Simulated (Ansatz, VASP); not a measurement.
# Two plane-wave programs on Ge

POSCAR

```
Ge
1.0
    1.3971490000     -2.6005160000      0.0000000000
    1.3971490000      2.6005160000      0.0000000000
    0.0000000000      0.0000000000      2.6982310000
Ge
1
Direct
    0.5000000000      0.5000000000      0.0000000000
```

Contents of INCAR.step1:

```
SYSTEM = Ge
PREC = Accurate
ENCUT = 520
ISMEAR = -1
SIGMA = 0.05
LREAL = .FALSE.
LASPH = .TRUE.
NELM = 80
NBANDS = 13
GGA = PE
ALGO = Normal
EDIFF = 1E-4
LWAVE = .TRUE.
LCHARG = .FALSE.
```

INCAR.step2

```
SYSTEM = Ge
PREC = Accurate
ENCUT = 520
EDIFF = 1E-6
ISMEAR = -1
SIGMA = 0.05
LREAL = .FALSE.
LASPH = .TRUE.
NELM = 80
ALGO = Normal
ISIF = 2
LWAVE = .FALSE.
LCHARG = .FALSE.
METAGGA = R2SCAN
LMIXTAU = .TRUE.
NBANDS = 13
ISTART = 1
```

KPOINTS

```
Automatic mesh
0
G
  11 11 10
  0 0 0
```

The input input.yaml:

```yaml
crystal:
  lattice:
    - [1.397149, -2.600516, 0.0]
    - [1.397149, 2.600516, 0.0]
    - [0.0, 0.0, 2.698231]
  atoms:
    - { symbol: Ge, position: [0.5, 0.5, 0.0] }
hamiltonian:
  xc: r2scan
  pseudopotentials: { kind: paw }
kpoints:
  mp_grid: { grid: [11, 11, 10] }
scf:
  occupations: { method: fermi_dirac, width: 0.05 }
output:
  forces: true
  stress: true
  eigenvalues: true
```

This isn't the form of Ge at room conditions, which is diamond.

Alike in both runs: task single point; functional r2SCAN; k mesh 11 × 11 × 10; occupations fermi-dirac, width 0.05 eV; no spin polarisation.

```csv
,VASP,Ansatz
version,VASP 6.6.1,Ansatz 0.2.0
potentials or method,"VASP PAW PBE potentials, release 64 (Ge_d)",Ansatz PAW
plane-wave cutoff (eV),520,500
valence electrons in the cell,14,14
```

Ansatz gave:

```
gap on the k mesh at the Fermi level (eV)       : none
pressure (GPa)                                  : -3.0
largest component of the traceless stress (GPa) : 1.61
```

**Question.** Estimate VASP's values.

**Answer.** gap on the k mesh at the Fermi level (eV): none; pressure (GPa): -3.3; largest component of the traceless stress (GPa): 1.62.

A gap of «none» marks a metal or a gap that the smearing closes. The functional is the same, so the differences come from potentials, cutoffs and numerics.

Caveats: the PAW data sets were made with another functional, which shifts forces and pressure a little (VASP); the PAW data sets come from PBE, with cores solved anew for the run's functional, which leaves a small shift of forces and pressure (Ansatz).
